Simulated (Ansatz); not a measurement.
**Ca, diamond: how the functional moves the structure**

All rows: Ansatz, plane waves with scalar-relativistic PAW, 420 eV (500 eV for the SCAN forms), relaxed under each functional, no dispersion correction, no zero-point motion. B₀ comes from uniform scaling at fixed shape; a dash is a value not given.

| functional | V (Å³/atom) | cell | B₀ (GPa) | magnetic state | ΔE to fcc (meV/atom) |
| --- | --- | --- | --- | --- | --- |
| PBE | 78.89 | a = 8.578 Å | - | spin not included | 1048 |
| r²SCAN | 81.14 | a = 8.658 Å | - | spin not included | 1139 |
| PBEsol | 74.34 | a = 8.410 Å | - | spin not included | 1112 |
| revPBE | 83.36 | a = 8.737 Å | - | spin not included | 1015 |
| RPBE | 84.63 | a = 8.781 Å | - | spin not included | 1004 |
| BLYP | 92.14 | a = 9.033 Å | 3 | spin not included | 751 |

(1) What does LDA give?

## Answers

(1) V (Å³/atom): 69.93; cell: a = 8.240 Å; magnetic state: spin not included; ΔE to fcc (meV/atom): 1135.
